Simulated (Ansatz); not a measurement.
Space group P4/mmm (No. 123). a = 2.860 Å, b = 2.860 Å, c = 2.870 Å, α = 90.00°, β = 90.00°, γ = 90.00°
```
atom site symmetry x y z
  Al    1a     4/mmm  0.0000  0.0000  0.0000
  Ni    1d     4/mmm  0.5000  0.5000  0.5000
```

Equation of state of this AlNi structure (not necessarily the ground state), with shape and atoms relaxed at each volume where symmetry leaves them free. It has no gap at any of these volumes. Theory: DFT r2SCAN, scalar-relativistic, plane waves, PAW in Ansatz.

Settings: cutoff 500 eV, Γ-centred mesh 16×16×14 on the computed 2-atom cell, Gaussian smearing of 0.10 eV; no spin polarisation.

```tsv
V (Å³/atom)	E − E(largest V) (meV/atom)	P (GPa)
11.033	4.75	12.45
11.385	-15.02	5.72
11.737	-21.11	-0.02
12.089	-15.53	-4.92
12.441	0.00	-9.09
```

Q: Fit a third-order Birch–Murnaghan equation to E(V).

A: V0 = 11.74 Å³/atom, B0 = 177 GPa, B0' = 4.3.